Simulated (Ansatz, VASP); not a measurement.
## In: VASP beside Ansatz

```
CELL_PARAMETERS angstrom
-1.64299 1.57678 2.43209
1.65802 -1.63180 2.47812
1.65199 1.64080 -2.46824
ATOMIC_POSITIONS crystal
In 0.99147 0.00315 0.99997
```

Change from the starting cell: cell strained at random at fixed volume.

Alike in both runs: task single point; functional PBEsol; k mesh 11 × 11 × 11; occupations fermi-dirac, width 0.05 eV; no spin polarisation.

|  | VASP | Ansatz |
| --- | --- | --- |
| version | VASP 6.6.1 | Ansatz 0.2.0 |
| potentials or method | VASP PAW PBE potentials, release 64 (In_d) | Ansatz PAW |
| plane-wave cutoff (eV) | 520 | 420 |
| valence electrons in the cell | 13 | 13 |

Ansatz gave:

```
gap on the k mesh at the Fermi level (eV)       : none
pressure (GPa)                                  : -0.9
largest component of the traceless stress (GPa) : 0.74
```

Task: Estimate VASP's values.

Result: gap on the k mesh at the Fermi level (eV): none; pressure (GPa): -1.0; largest component of the traceless stress (GPa): 0.74.

A gap of «none» marks a metal or a gap that the smearing closes. The functional is the same, so the differences come from potentials, cutoffs and numerics.

Caveats: the PAW data sets were made with another functional, which shifts forces and pressure a little (VASP); the PAW data sets come from PBE, with cores solved anew for the run's functional, which leaves a small shift of forces and pressure (Ansatz).
